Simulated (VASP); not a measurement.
**A VASP 6.6.1 single-point calculation on BN**

INCAR

```
LREAL = Auto
ISMEAR = -1
MAGMOM = 3 3
ENCUT = 520
NSW = 0
ISPIN = 2
EDIFF = 1E-7
METAGGA = R2SCAN
ISIF = 2
LASPH = .TRUE.
SIGMA = 0.02
NELM = 120
PREC = Accurate
ALGO = Normal
LWAVE = .FALSE.
NBANDS = 11
LCHARG = .FALSE.
IBRION = -1
```

KPOINTS

```
KPOINTS created by Atomic Simulation Environment
0
Gamma
12 12 12
0 0 0
```

POSCAR

```
B  N
 1.0000000000000000
     0.0000000000000000    1.6585346381999999    1.8979228895000000
     1.6585346381999999    0.0000000000000000    1.8979228895000000
     1.6585346381999999    1.6585346381999999    0.0000000000000000
 B   N
   1   1
Cartesian
  0.0000000000000000  0.0000000000000000  0.0000000000000000
  1.6585346381999999  1.6585346381999999  1.8979228895000004
```

The recommended PBE PAW datasets give the neutral cell 8 valence electrons.

Command

```
mpirun -np 1 vasp_std
```

OSZICAR

```
N       E                     dE             d eps       ncg     rms          rms(c)
DAV:   1     0.190330784668E+02    0.19033E+02   -0.53522E+03  7357   0.784E+02
DAV:   2    -0.732504875460E+01   -0.26358E+02   -0.25375E+02  8480   0.163E+02
DAV:   3    -0.780657038916E+01   -0.48152E+00   -0.47960E+00  8606   0.185E+01
DAV:   4    -0.780701384220E+01   -0.44345E-03   -0.44344E-03  7991   0.614E-01
DAV:   5    -0.780701407584E+01   -0.23364E-06   -0.23380E-06  8435   0.144E-02    0.196E+01
DAV:   6    -0.135238824776E+02   -0.57169E+01   -0.22057E+00  7373   0.976E+00    0.698E+00
DAV:   7    -0.151766315621E+02   -0.16527E+01   -0.12071E+00  7472   0.754E+00    0.309E+00
DAV:   8    -0.153216824874E+02   -0.14505E+00   -0.16073E-01  7715   0.288E+00    0.137E+00
DAV:   9    -0.153285711814E+02   -0.68887E-02   -0.53524E-02  7670   0.153E+00    0.902E-01
DAV:  10    -0.153318666197E+02   -0.32954E-02   -0.40551E-03  8147   0.631E-01    0.308E-01
DAV:  11    -0.153325414631E+02   -0.67484E-03   -0.50398E-03  7745   0.480E-01    0.720E-02
DAV:  12    -0.153325653435E+02   -0.23880E-04   -0.11267E-04  8327   0.965E-02    0.362E-02
DAV:  13    -0.153325756597E+02   -0.10316E-04   -0.33187E-05  7829   0.403E-02    0.121E-02
DAV:  14    -0.153325773869E+02   -0.17272E-05   -0.48116E-06  8177   0.170E-02    0.566E-03
DAV:  15    -0.153325776313E+02   -0.24435E-06   -0.13650E-06  8015   0.741E-03    0.819E-04
DAV:  16    -0.153325776903E+02   -0.58990E-07   -0.10473E-07  4259   0.256E-03
   1 F= -.15332578E+02 E0= -.15332558E+02  d E =-.403261E-04  mag=    -0.0000
```

It converged. Results: pressure 19.6 GPa; magnetic moment of the cell 0.00 μB.

For comparison, a separate r²SCAN run of the intended cell, on usual settings and not on those above, gives a gap of 0.03 eV on its mesh and a pressure of 19.7 GPa.

The run above took about 2.7 min on one core of a shared host (Intel Xeon Platinum 8488C) and held 0.15 GiB at most.
